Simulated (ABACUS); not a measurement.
FeO (Wuestite) under changes of volume

One of the cells (10.013 Å³/atom); the others are scaled copies at fixed shape and fractional positions:

```xyz
2
Lattice="0.0000 2.1554 2.1554 2.1554 0.0000 2.1554 2.1554 2.1554 0.0000" Properties=species:S:1:pos:R:3 pbc="T T T"
Fe    0.0000    0.0000    0.0000
O     2.1554    2.1554    2.1554
```

| Quantity | Value |
| --- | --- |
| Program | ABACUS 3.10.1 |
| Functional | PBE |
| Potentials or basis | PseudoDojo NC SR 0.5 PBE stringent |
| Cutoff | 1619 eV |
| Density cutoff | 6476 eV |
| Basis | plane waves |
| k mesh | 9 × 9 × 9 |
| Occupations | fermi-dirac, width 0.05 eV |
| Spin | collinear spin, ferromagnetic start |
| Starting moments | [3.0, 0.0] μB |

| volume (Å³/atom) | energy over the lowest point (meV/atom) | pressure (GPa) |
| --- | --- | --- |
| 9.413 | 19.28 | 12.0 |
| 9.613 | 7.36 | 7.2 |
| 9.813 | 1.14 | 2.9 |
| 10.013 | 0.00 | -0.9 |
| 10.214 | ? | ? |
| 10.414 | 10.82 | -7.4 |
| 10.614 | 21.93 | -10.2 |

Question: What does the run at 10.214 Å³/atom give?

Answer: Energy over the lowest point 3.38 meV/atom; pressure -4.3 GPa.

Worked out: A Birch-Murnaghan fit of order 3 (a polynomial in V^(-2/3)) to the other rows has its minimum at 9.96 Å³/atom with B0 = V·E''(V) = 186 GPa and B' = 4.5. It gives 3.38 meV/atom at 10.214 Å³/atom, against the run's 3.38, and -dE/dV = -4.4 GPa, against -4.3.

Energies are extrapolated to zero smearing.

Caveats: a cell with one magnetic atom can't hold antiferromagnetic order, which such compounds often take.
